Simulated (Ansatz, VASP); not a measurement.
# One calculation of NaCl, two programs

```
Na Cl
1.0
     2.85043    0.00000    0.00000
     0.00000    2.85043    0.00000
     0.00000    0.00000    2.85043
Na Cl
1 1
Cartesian
  0.0000 0.0000 0.0000
  1.4252 1.4252 1.4252
```

Change from the starting cell: volume scaled by 0.99.

Alike in both runs: task single point; functional PBEsol; k mesh 9 × 9 × 9; occupations fermi-dirac, width 0.03 eV; no spin polarisation.

|  | VASP | Ansatz |
| --- | --- | --- |
| version | VASP 6.6.1 | Ansatz 0.2.0 |
| potentials or method | VASP PAW PBE potentials, release 64 (Na_pv, Cl), cutoff 520 eV | all-electron LAPW, scalar-relativistic |

VASP gave:

- gap on the k mesh at the Fermi level (eV): 4.52
- pressure (GPa): 62.6

Task: Which values does Ansatz return?

Result: gap on the k mesh at the Fermi level (eV): 4.46; pressure (GPa): 61.9.

Ansatz ran all-electron here, so the differences hold the error of VASP's frozen core and of both bases.

Caveats: the cell as given lies far from equilibrium; so large a pressure means that the cell lies far from this level's equilibrium, or that cutoff or potentials fall short (VASP); the potentials were made for another functional, which shifts forces and pressure (VASP); an odd mesh through Γ misses points on the zone boundary, where band edges often lie.
